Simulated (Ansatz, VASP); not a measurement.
## KBr in VASP and in Ansatz

```
K Br
1.0
     0.00000    3.19373    3.34189
     3.19373    0.00000    3.34189
     3.19373    3.19373    0.00000
K Br
1 1
Direct
  0.00000 0.00000 0.00000
  0.50000 0.50000 0.50000
```

Change from the starting cell: strain -0.030 along x and y, +0.015 along z, atoms carried along.

Alike in both runs: task single point; functional LDA; k mesh 6 × 6 × 6; occupations gaussian, width 0.05 eV; no spin polarisation.

|  | VASP | Ansatz |
| --- | --- | --- |
| version | VASP 6.6.1 | Ansatz 0.2.0 |
| potentials or method | VASP PAW LDA potentials, release 64 (K_sv, Br) | scalar-relativistic, plane waves, PAW |
| plane-wave cutoff (eV) | 520 | 420 |
| valence electrons in the cell | 16 | 16 |

|  | VASP | Ansatz | Ansatz less VASP |
| --- | --- | --- | --- |
| gap on the k mesh at the Fermi level (eV) | 4.16 | 4.15 | -0.007 |
| least direct gap on the mesh (eV) | 4.16 | 4.15 | -0.007 |
| pressure (GPa) | -0.8 | -0.8 | -0.06 |
| largest component of the traceless stress (GPa) | 0.95 | 0.93 | -0.025 |
